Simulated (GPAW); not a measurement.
Runs of GPAW 26.7.0 on MoS2. Symmetry: R-3m, No. 166, trigonal system. Conventional cell: a = 3.171 Å, b = 3.171 Å, c = 18.345 Å, α = 90.00°, β = 90.00°, γ = 120.00°. Mo (site symmetry -3m) has 6 S at 2.39 Å as nearest neighbours. S (site symmetry 3m) has 3 Mo at 2.39 Å as nearest neighbours. Measurements of this composition are mostly on another form, of space group No. 194.

```tsv
task	level	potentials or basis	k mesh	band path	band points	pressure (GPa)	V0 of scaled cells (Å³/atom)	B0 (GPa)	largest force (eV/Å)
single point	PBEsol	PAW data sets generated in the run's folder for this functional, pw	10 × 10 × 10	-	-	2.7	-	-	0.75
equation of state	LDA	the program's PAW data sets (release 1.2.1) made for this functional, pw	7 × 7 × 7	-	-	-	17.74	(c)	-
band structure	LDA	the program's PAW data sets (release 1.2.1) made for this functional, pw	7 × 7 × 7	GLB1,BZGX,QFP1Z,LP	100	-0.2	-	-	0.51
equation of state	PBEsol	PAW data sets generated in the run's folder for this functional, pw	7 × 7 × 7	-	-	-	18.12	144	-
band structure	PBEsol	PAW data sets generated in the run's folder for this functional, pw	7 × 7 × 7	GLB1,BZGX,QFP1Z,LP	100	(b)	-	-	(a)
```

Alike in all rows: no spin polarisation; cell as given; cutoff (eV) 600; smearing fermi-dirac 0.05 eV.

**Question.** Fill in the values left out.

**Answer.** (a) 0.74; (b) 3.0; (c) 151.

Caveats: the cell's inner coordinates are idealised or old, which leaves forces on the atoms; the cell was scaled at fixed shape and fractional positions, which overstates the stiffness of a crystal with free parameters, most of all of layers and chains (some runs).

Not every run made on this cell is shown here.
